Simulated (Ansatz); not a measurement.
# Structures of TiCo: which is lowest?

Plane-wave DFT in Ansatz with scalar-relativistic PAW potentials, cutoff 500 eV, Γ-centred meshes chosen by cell and gap, Gaussian smearing with energies taken to zero width. Every cell was relaxed (cell and atoms) in a run of its own, within the symmetry of its start. Functional: r2SCAN.

Relaxed structures (starts from databases or built by putting these elements on another compound's sites):
A. P4/nmm, 4 atoms in the computed cell, a = 3.007 Å, c = 6.055 Å; sites (symmetry × multiplicity) Ti 4mm × 2, Co 4mm × 2; start: built
B. Pm-3m, 2 atoms in the computed cell, a = 2.989 Å; sites (symmetry × multiplicity) Ti m-3m × 1, Co m-3m × 1; start: database

Problem. Rank them by energy. Could pressure change the order?

Solution.
```tsv
structure	group	E − E(lowest) (meV/atom)	V (Å³/atom)	gap on mesh (eV)
B	Pm-3m	0.0	13.35	0.00
A	P4/nmm	224	13.68	0.00
```

B is lowest, 224 meV/atom under A. The lowest is also the densest of these, so pressure wouldn't bring one of the others in at first order. Other structures may lie lower than all of these, and vibrations aren't counted.

The state reached may not be the lowest one. Magnetic cells started from one order each; another order can shift an energy by tens of meV per atom.